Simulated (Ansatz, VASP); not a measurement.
**AlN: VASP beside Ansatz**

INCAR

```
SYSTEM = AlN
ALGO     = Normal         ! electronic algorithm
EDIFF    = 1E-6           ! SCF threshold, eV
ENCUT    = 520            ! plane-wave cutoff, eV
GGA      = PE             ! functional
ISIF     = 2              ! what is computed and relaxed
ISMEAR   = -1             ! smearing method
LASPH    = .True.         ! aspherical terms in the spheres
LCHARG   = .False.        ! write CHGCAR
LREAL    = .False.        ! projectors in reciprocal space
LWAVE    = .False.        ! write WAVECAR
NBANDS   = 16             ! bands
NELM     = 60             ! most SCF steps
PREC     = Accurate       ! precision mode
SIGMA    = 0.08           ! smearing width, eV
```

The input KPOINTS:

```
k-points
0
Gamma
  13 13 7
  0 0 0
```

File POSCAR:

```
AlN
1.0
    2.9224690451      0.0000000000      0.0000000000
   -1.4612345226      2.5309324349      0.0000000000
    0.0000000000      0.0000000000      3.5926506972
Al N
2 2
Direct
    0.3333333333      0.6666666667     -0.0620002857
    0.6666666667      0.3333333333      0.4379997143
    0.3333333333      0.6666666667      0.4380002857
    0.6666666667      0.3333333333      0.9380002857
```

Input for Ansatz:

```yaml
crystal:
  lattice:
    - [2.9224690451, 0.0, 0.0]
    - [-1.4612345226, 2.5309324349, 0.0]
    - [0.0, 0.0, 3.5926506972]
  atoms:
    - { symbol: Al, position: [0.3333333333, 0.6666666667, -0.0620002857] }
    - { symbol: Al, position: [0.6666666667, 0.3333333333, 0.4379997143] }
    - { symbol: "N", position: [0.3333333333, 0.6666666667, 0.4380002857] }
    - { symbol: "N", position: [0.6666666667, 0.3333333333, 0.9380002857] }
kpoints:
  mp_grid: { grid: [13, 13, 7] }
scf:
  occupations: { method: fermi_dirac, width: 0.08 }
hamiltonian:
  xc: pbe
  pseudopotentials: { kind: all_electron, lapw: { basis_error: 0.0005 } }
output:
  forces: true
  stress: true
  eigenvalues: true
  populations: true
```

Alike in both runs: task single point; functional PBE; k mesh 13 × 13 × 7; occupations fermi-dirac, width 0.08 eV; no spin polarisation.

|  | VASP | Ansatz |
| --- | --- | --- |
| version | VASP 6.6.1 | Ansatz 0.2.0 |
| potentials or method | VASP PAW PBE potentials, release 64 (Al, N) | all-electron LAPW, scalar-relativistic |
| plane-wave cutoff (eV) | 520 | see its input |

Ansatz gave:

- gap on the k mesh at the Fermi level (eV): 4.66

What did VASP give for the same quantities?

gap on the k mesh at the Fermi level (eV): 4.63.

Ansatz ran all-electron here, so the differences hold the error of VASP's frozen core and of both bases. Ansatz warned: «structure_snapped_to_symmetry».

Caveats: an odd mesh through Γ misses points on the zone boundary, where band edges often lie.
